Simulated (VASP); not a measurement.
# NaI (Fm-3m) in VASP: settings compared

One crystal, NaI, is run at these levels: r2SCANh, HSE06, LDA; tasks: band structure, phonons, elastic constants, Born charges and dielectric tensor.

Everything below comes from runs of VASP 6.6.1. Logs are shortened: lines on timing, memory, paths and dates and some standing lists are left out, and cuts for length are marked.

**Measured values to compare with.**

A printed reference work, monograph reports, for a bulk crystal of NaI: high-frequency dielectric constant 3.01.

The runs below are set against these values where they give the same quantity.

### 1 The crystal as given

Symmetry: Fm-3m, No. 225, cubic system. Conventional cell: a = 6.473 Å, b = 6.473 Å, c = 6.473 Å, α = 90.00°, β = 90.00°, γ = 90.00°. I (site symmetry m-3m) is surrounded by 6 Na at 3.24 Å. Na (site symmetry m-3m) is surrounded by 6 I at 3.24 Å.

### 2 Band structure, r2SCANh

The input, POSCAR:

```
NaI
1.0
    0.0000000000      3.2364000000      3.2364000000
    3.2364000000      0.0000000000      3.2364000000
    3.2364000000      3.2364000000      0.0000000000
I Na
1 1
Direct
    0.5000000000      0.5000000000      0.5000000000
    0.0000000000      0.0000000000      0.0000000000
```

The input, INCAR.step1:

```
SYSTEM = NaI
PREC = Accurate
ENCUT = 520
EDIFF = 1E-5
ISMEAR = -1
SIGMA = 0.05
LREAL = .FALSE.
LASPH = .TRUE.
NELM = 60
ALGO = Normal
ISIF = 2
LWAVE = .TRUE.
LCHARG = .FALSE.
GGA = PE
```

The input, INCAR.step2:

```
SYSTEM = NaI
PREC = Accurate
ENCUT = 520
EDIFF = 1E-6
ISMEAR = -1
SIGMA = 0.05
LREAL = .FALSE.
LASPH = .TRUE.
NELM = 60
ALGO = Normal
ISIF = 2
LWAVE = .FALSE.
LCHARG = .FALSE.
METAGGA = R2SCAN
LHFCALC = .TRUE.
AEXX = 0.1
LMIXTAU = .TRUE.
PRECFOCK = Fast
HFRCUT = -1
ISTART = 1
```

The input, KPOINTS:

```
regular mesh
0
G
  4 4 4
  0 0 0
```

The input, KPOINTS_OPT:

```
path GXWKGLUWLK,UX
12
line-mode
reciprocal
 0.0000000000  0.0000000000  0.0000000000  G
 0.5000000000  0.0000000000  0.5000000000  X

 0.5000000000  0.0000000000  0.5000000000  X
 0.5000000000  0.2500000000  0.7500000000  W

 0.5000000000  0.2500000000  0.7500000000  W
 0.3750000000  0.3750000000  0.7500000000  K

 0.3750000000  0.3750000000  0.7500000000  K
 0.0000000000  0.0000000000  0.0000000000  G

 0.0000000000  0.0000000000  0.0000000000  G
 0.5000000000  0.5000000000  0.5000000000  L

 0.5000000000  0.5000000000  0.5000000000  L
 0.6250000000  0.2500000000  0.6250000000  U

 0.6250000000  0.2500000000  0.6250000000  U
 0.5000000000  0.2500000000  0.7500000000  W

 0.5000000000  0.2500000000  0.7500000000  W
 0.5000000000  0.5000000000  0.5000000000  L

 0.5000000000  0.5000000000  0.5000000000  L
 0.3750000000  0.3750000000  0.7500000000  K

 0.6250000000  0.2500000000  0.6250000000  U
 0.5000000000  0.0000000000  0.5000000000  X
```

Potentials or basis: VASP PAW PBE potentials, release 64 (I, Na_pv).

Launch:

```
$ cat potpaw_PBE.64/I/POTCAR potpaw_PBE.64/Na_pv/POTCAR > POTCAR
$ cp INCAR.step1 INCAR
$ mpirun -np 1 vasp_std > vasp.out
$ cp INCAR.step2 INCAR
$ mpirun -np 1 vasp_std > vasp.out
```

OUTCAR:

```text
SYSTEM = NaI
   PREC = Accurate
   ENCUT = 520
   EDIFF = 1E-6
   ISMEAR = -1
   LREAL = .FALSE.
   LASPH = .TRUE.
   NELM = 60
   ISIF = 2
   METAGGA = R2SCAN
   LHFCALC = .TRUE.
   AEXX = 0.1
   PRECFOCK = Fast
   ISTART = 1

 ion  position               nearest neighbor table
   1  0.500  0.500  0.500-
   2  0.000  0.000  0.000-

  LATTYP: Found a face centered cubic cell.
 ALAT       =     6.4728000000

  Lattice vectors:

 A1 = (   0.0000000000,   3.2364000000,   3.2364000000)
 A2 = (   3.2364000000,   0.0000000000,   3.2364000000)
 A3 = (   3.2364000000,   3.2364000000,   0.0000000000)

Analysis of symmetry for initial positions (statically):
=====================================================================
 Subroutine PRICEL returns:
 Original cell was already a primitive cell.

 Routine SETGRP: Setting up the symmetry group for a
 face centered cubic supercell.

 Subroutine GETGRP returns: Found 48 space group operations
 (whereof 48 operations were pure point group operations)
 out of a pool of 48 trial point group operations.

The static configuration has the point symmetry O_h .

Analysis of symmetry for dynamics (positions and initial velocities):
=====================================================================
 Subroutine PRICEL returns:
 Original cell was already a primitive cell.

 Routine SETGRP: Setting up the symmetry group for a
 face centered cubic supercell.

 Subroutine GETGRP returns: Found 48 space group operations
 (whereof 48 operations were pure point group operations)
 out of a pool of 48 trial point group operations.

The dynamic configuration has the point symmetry O_h .

 Subroutine INISYM returns: Found 48 space group operations
 (whereof 48 operations are pure point group operations),
 and found     1 'primitive' translations

----------------------------------------------------------------------------------------

                                     Primitive cell

  volume of cell :      67.7980

  direct lattice vectors                    reciprocal lattice vectors
     0.000000000  3.236400000  3.236400000    -0.154492646  0.154492646  0.154492646
     3.236400000  0.000000000  3.236400000     0.154492646 -0.154492646  0.154492646
     3.236400000  3.236400000  0.000000000     0.154492646  0.154492646 -0.154492646

  length of vectors
     4.576960773  4.576960773  4.576960773     0.267589113  0.267589113  0.267589113

  position of ions in fractional coordinates (direct lattice)
     0.500000000  0.500000000  0.500000000
     0.000000000  0.000000000  0.000000000

  ion indices of the primitive-cell ions
   primitive index   ion index
                 1           1
                 2           2

----------------------------------------------------------------------------------------

 KPOINTS: regular mesh

Automatic generation of k-mesh.
 Grid dimensions read from file:
 generate k-points for:    4    4    4

 Generating k-lattice:

  Cartesian coordinates                     Fractional coordinates (reciprocal lattice)
    -0.038623162  0.038623162  0.038623162     0.250000000  0.000000000  0.000000000
     0.038623162 -0.038623162  0.038623162     0.000000000  0.250000000  0.000000000
     0.038623162  0.038623162 -0.038623162     0.000000000  0.000000000  0.250000000

  Length of vectors
     0.066897278  0.066897278  0.066897278

  Shift w.r.t. Gamma in fractional coordinates (k-lattice)
     0.000000000  0.000000000  0.000000000

 Subroutine IBZKPT returns following result:
 ===========================================

 Found      8 irreducible k-points:

 Following reciprocal coordinates:
            Coordinates               Weight
  0.000000  0.000000  0.000000      1.000000
  0.250000  0.000000  0.000000      8.000000
  0.500000  0.000000  0.000000      4.000000
  0.250000  0.250000  0.000000      6.000000
  0.500000  0.250000  0.000000     24.000000
 -0.250000  0.250000  0.000000     12.000000
  0.500000  0.500000  0.000000      3.000000
 -0.250000  0.500000  0.250000      6.000000
   k-points           NKPTS =      8   k-points in BZ     NKDIM =     64   number of bands    NBANDS=     11
   number of dos      NEDOS =    301   number of ions     NIONS =      2
   total plane-waves  NPLWV =  46656
   dimension x,y,z NGX =    36 NGY =   36 NGZ =   36
   dimension x,y,z NGXF=    72 NGYF=   72 NGZF=   72
   ions per type =               1   1
   NGX,Y,Z   is equivalent  to a cutoff of  13.08, 13.08, 13.08 a.u.
   NGXF,Y,Z  is equivalent  to a cutoff of  26.15, 26.15, 26.15 a.u.
 SYSTEM =  NaI
   PREC   = accura    normal or accurate (medium, high low for compatibility)
   ISTART =      1    job   : 0-new  1-cont  2-samecut
   ICHARG =      0    charge: 1-file 2-atom 10-const
   ISPIN  =      1    spin polarized calculation?
   LNONCOLLINEAR =      F non collinear calculations
   LSORBIT =      F    spin-orbit coupling
   LASPH  =      T    aspherical Exc in radial PAW
   ENCUT  =  520.0 eV  38.22 Ry    6.18 a.u.   8.51  8.51  8.51*2*pi/ulx,y,z
   NELM   =     60;   NELMIN=  2; NELMDL=  0     # of ELM steps
   EDIFF  = 0.1E-05   stopping-criterion for ELM
   LREAL  =      F    real-space projection
   EDIFFG = 0.1E-04   stopping-criterion for IOM
   NSW    =      0    number of steps for IOM
   IBRION =     -1    ionic relax: 0-MD 1-quasi-New 2-CG
   NFREE  =      0    steps in history (QN), initial steepest desc. (CG)
   ISIF   =      2    stress and relaxation
   ISYM   =      3    0-nonsym 1-usesym 2-fastsym
   POTIM  = 0.5000    time-step for ionic-motion
   TEBEG  =    0.0;   TEEND  =   0.0 temperature during run
   PSTRESS=    0.0 pullay stress
   NELECT =      14.0000    total number of electrons
   NUPDOWN=      -1.0000    fix difference up-down
   EMIN   =  10.00;   EMAX   =-10.00  energy-range for DOS
   EFERMI =   0.00;   METHOD = LEGACY
   ISMEAR =    -1;   SIGMA  =   0.05  broadening in eV -4-tet -1-fermi 0-gaus
   EFERMI_NEDOS =   21; number of points for ismear=-14 and -15
   IALGO  =     38    algorithm
   IMIX   =      1    mixing-type and parameters
     AMIX     =   0.40;   BMIX     =  1.00
     AMIX_MAG =   1.60;   BMIX_MAG =  1.00
  volume/ion in A,a.u.               =      33.90       228.76
  Fermi-wavevector in a.u.,A,eV,Ry     =   0.967636  1.828567 12.739397  0.936319
  Thomas-Fermi vector in A             =   2.097538
   LORBIT       =      0    0 simple, 1 ext, 2 COOP (PROOUT), +10 PAW based schemes
   METAGGA = R2SCAN    functional components
   LHFCALC =     T    Hartree Fock is set to
   PRECFOCK=fast      Normal, Fast or Accurate (Low or Medium for compatibility)
   ENCUT4O =  -1.0   cutoff for four orbital integrals eV
   NKREDX  =     1    reduce k-point grid by
   NKREDY  =     1    reduce k-point grid by
   NKREDZ  =     1    reduce k-point grid by
   AEXX    =    0.1000 exact exchange contribution
   HFSCREEN=    0.0000 screening length (either q_TF or 0.3 A-1)
   HFSCREENC=   0.0000 screening length for correlation (either q_TF or 0.3 A-1)
   ENCUTFOCK=  -1.0 apply spherical cutoff to Coloumb kernel
   IVDW    =     0    specifies the selected vdW correction
   LEPSILON=     F    determine dielectric tensor
   LRPA    =     F    only Hartree local field effects (RPA)
 non-spin polarized calculation
  energy-cutoff  :      520.00
  volume of cell :       67.80
 maximum number of plane-waves:      1850
 NGX is ok and might be reduce to    36
  NGX = 20; NGY = 20; NGZ = 20

 number of electron      13.9999993 magnetization

 Free energy of the ion-electron system (eV)
  ---------------------------------------------------
  ext. energy  EPLUGINS =         0.00000000
  ---------------------------------------------------
  free energy    TOTEN  =       -29.09334491 eV

  energy without entropy =      -29.09334491  energy(sigma->0) =      -29.09334491

 E-fermi :   1.1706     XC(G=0):  -7.3763

 val. band max:        0.1006102480   @ k =   0.0000   0.0000   0.0000
 cond. band min:       5.0794653425   @ k =   0.0000   0.0000   0.0000
 fundamental gap:      4.9788550946
 Fermi energy:         1.1706122766

 k-point     1 :       0.0000    0.0000    0.0000
  band No.  band energies     occupation
      1     -24.0302      2.00000
      2     -24.0299      2.00000
      3     -24.0299      2.00000
      4     -11.6065      2.00000
      5       0.1006      2.00000
      6       0.1006      2.00000
      7       0.1006      2.00000
      8       5.0795      0.00000
      9       9.2073      0.00000
     10       9.2074      0.00000
     11       9.2074      0.00000

 k-point     2 :       0.2500    0.0000    0.0000
  band No.  band energies     occupation
      1     -24.0325      2.00000
      2     -24.0303      2.00000
      3     -24.0300      2.00000
      4     -11.4377      2.00000
      5      -1.2126      2.00000
      6      -0.0590      2.00000
      7      -0.0590      2.00000
      8       6.3076      0.00000
      9       8.8721      0.00000
     10       9.3094      0.00000
     11       9.3095      0.00000

 k-point     3 :       0.5000    0.0000    0.0000
  band No.  band energies     occupation
      1     -24.0350      2.00000
      2     -24.0304      2.00000
      3     -24.0301      2.00000
      4     -11.2586      2.00000
      5      -2.1683      2.00000
      6      -0.2069      2.00000
      7      -0.2069      2.00000
      8       6.3541      0.00000
      9       8.7967      0.00000
     10       8.7968      0.00000
     11      10.5338      0.00000

 k-point     4 :       0.2500    0.2500    0.0000
  band No.  band energies     occupation
      1     -24.0320      2.00000
      2     -24.0308      2.00000
      3     -24.0307      2.00000
      4     -11.3874      2.00000
      5      -1.1456      2.00000
      6      -0.3260      2.00000
      7      -0.3260      2.00000
      8       6.7372      0.00000
      9       7.5408      0.00000
     10       9.0106      0.00000
     11      10.6261      0.00000

 k-point     5 :       0.5000    0.2500    0.0000
  band No.  band energies     occupation
      1     -24.0337      2.00000
      2     -24.0315      2.00000
      3     -24.0310      2.00000
      4     -11.2137      2.00000
      5      -1.7905      2.00000
      6      -0.8663      2.00000
      7      -0.4615      2.00000
      8       6.8404      0.00000
      9       8.0361      0.00000
     10       9.2347      0.00000
     11      10.1267      0.00000

 k-point     6 :      -0.2500    0.2500    0.0000
  band No.  band energies     occupation
      1     -24.0333      2.00000
      2     -24.0317      2.00000
      3     -24.0303      2.00000
      4     -11.2667      2.00000
      5      -1.6314      2.00000
      6      -0.9132      2.00000
      7      -0.2116      2.00000
      8       7.5427      0.00000
      9       8.3865      0.00000
     10       8.6644      0.00000
     11       9.5773      0.00000

 k-point     7 :       0.5000    0.5000    0.0000
  band No.  band energies     occupation
      1     -24.0338      2.00000
      2     -24.0317      2.00000
      3     -24.0315      2.00000
      4     -11.1701      2.00000
      5      -1.9111      2.00000
      6      -0.6884      2.00000
      7      -0.6884      2.00000
      8       5.9096      0.00000
      9       6.7004      0.00000
     10      11.4636      0.00000
     11      13.0495      0.00000

 k-point     8 :      -0.2500    0.5000    0.2500
  band No.  band energies     occupation
      1     -24.0328      2.00000
      2     -24.0326      2.00000
      3     -24.0317      2.00000
      4     -11.1592      2.00000
      5      -1.3818      2.00000
      6      -1.3818      2.00000
      7      -0.8547      2.00000
      8       7.2815      0.00000
      9       8.7642      0.00000
     10       8.7642      0.00000
     11       9.3785      0.00000

------------------------ aborting loop because EDIFF is reached ----------------------------------------

  FORCE on cell =-STRESS in cart. coord.  units (eV):
  Direction    XX          YY          ZZ          XY          YZ          ZX
  --------------------------------------------------------------------------------------
  -------------------------------------------------------------------------------------
  Total       -0.0813537     -0.0813537     -0.0813537     -0.0000000      0.0000000     -0.0000000
  in kB       -1.9225227     -1.9225227     -1.9225227     -0.0000000      0.0000000     -0.0000000
  external PRESSURE =      -1.9225227 kB  Pullay stress =       0.0000000 kB

 VOLUME and BASIS-vectors are now :
 -----------------------------------------------------------------------------
  energy-cutoff  :      520.00
  volume of cell :       67.80
      direct lattice vectors                 reciprocal lattice vectors
     0.000000000  3.236400000  3.236400000    -0.154492646  0.154492646  0.154492646
     3.236400000  0.000000000  3.236400000     0.154492646 -0.154492646  0.154492646
     3.236400000  3.236400000  0.000000000     0.154492646  0.154492646 -0.154492646

 POSITION                                       TOTAL-FORCE (eV/Angst)
 -----------------------------------------------------------------------------------
      3.23640      3.23640      3.23640         0.000000     -0.000000      0.000000
      0.00000      0.00000      0.00000        -0.000000      0.000000     -0.000000
 -----------------------------------------------------------------------------------
    total drift:                               -0.000000     -0.000000     -0.000000

  FREE ENERGIE OF THE ION-ELECTRON SYSTEM (eV)
  ---------------------------------------------------
  free  energy   TOTEN  =       -29.0933449112 eV

  energy  without entropy=      -29.0933449111  energy(sigma->0) =      -29.09334491
```

Wall time 19 min (1 thread of Intel Xeon 6975P-C (Granite Rapids), shared host); peak memory 0.27 GiB.

What came out:

```yaml
Free_energy: -29.0933 eV
Pressure: -0.2 GPa
Band_gap_on_the_k_mesh: 4.98 eV, direct
Band_gap_along_the_path: 4.98 eV, direct
```

Levels at the corners of the path, in eV from the valence-band top:
| point | band 4 | band 5 | band 6 | band 7 | band 8 | band 9 | band 10 | band 11 |
| --- | --- | --- | --- | --- | --- | --- | --- | --- |
| Γ | -11.71 | 0.00 | 0.00 | 0.00 | 4.98 | 9.11 | 9.11 | 9.11 |
| X | -11.27 | -2.01 | -0.79 | -0.79 | 5.81 | 6.60 | 11.36 | 12.93 |
| X | -11.27 | -2.01 | -0.79 | -0.79 | 5.81 | 6.60 | 11.36 | 12.95 |
| W | -11.26 | -1.48 | -1.48 | -0.96 | 7.18 | 8.66 | 8.66 | 9.28 |
| W | -11.26 | -1.48 | -1.48 | -0.96 | 7.18 | 8.66 | 8.66 | 9.28 |
| K | -11.27 | -1.73 | -1.39 | -0.64 | 6.48 | 7.87 | 10.01 | 10.59 |
| K | -11.27 | -1.73 | -1.39 | -0.64 | 6.48 | 7.87 | 10.01 | 10.59 |
| Γ | -11.71 | 0.00 | 0.00 | 0.00 | 4.98 | 9.11 | 9.11 | 9.11 |
| Γ | -11.71 | 0.00 | 0.00 | 0.00 | 4.98 | 9.11 | 9.11 | 9.11 |
| L | -11.36 | -2.27 | -0.31 | -0.31 | 6.25 | 8.70 | 8.70 | 10.43 |
| L | -11.36 | -2.27 | -0.31 | -0.31 | 6.25 | 8.70 | 8.70 | 10.43 |
| U | -11.27 | -1.73 | -1.39 | -0.64 | 6.48 | 7.87 | 10.01 | 10.59 |
| U | -11.27 | -1.73 | -1.39 | -0.64 | 6.48 | 7.87 | 10.01 | 10.59 |
| W | -11.26 | -1.48 | -1.48 | -0.96 | 7.18 | 8.66 | 8.66 | 9.28 |
| W | -11.26 | -1.48 | -1.48 | -0.96 | 7.18 | 8.66 | 8.66 | 9.28 |
| L | -11.36 | -2.27 | -0.31 | -0.31 | 6.25 | 8.70 | 8.70 | 10.43 |
| L | -11.36 | -2.27 | -0.31 | -0.31 | 6.25 | 8.70 | 8.70 | 10.43 |
| K | -11.27 | -1.73 | -1.39 | -0.64 | 6.48 | 7.87 | 10.01 | 10.59 |
| U | -11.27 | -1.73 | -1.39 | -0.64 | 6.48 | 7.87 | 10.01 | 10.59 |
| X | -11.27 | -2.01 | -0.79 | -0.79 | 5.81 | 6.60 | 11.36 | 12.95 |

Caveat: the k mesh is coarse (spacing up to 0.42 Å⁻¹), so the values aren't converged, least of all with exact exchange; the PAW data sets were made with another functional, which shifts forces and pressure a little; spin-orbit coupling is left out, which moves the levels of the heavy elements.

[end of part 1 of 4]
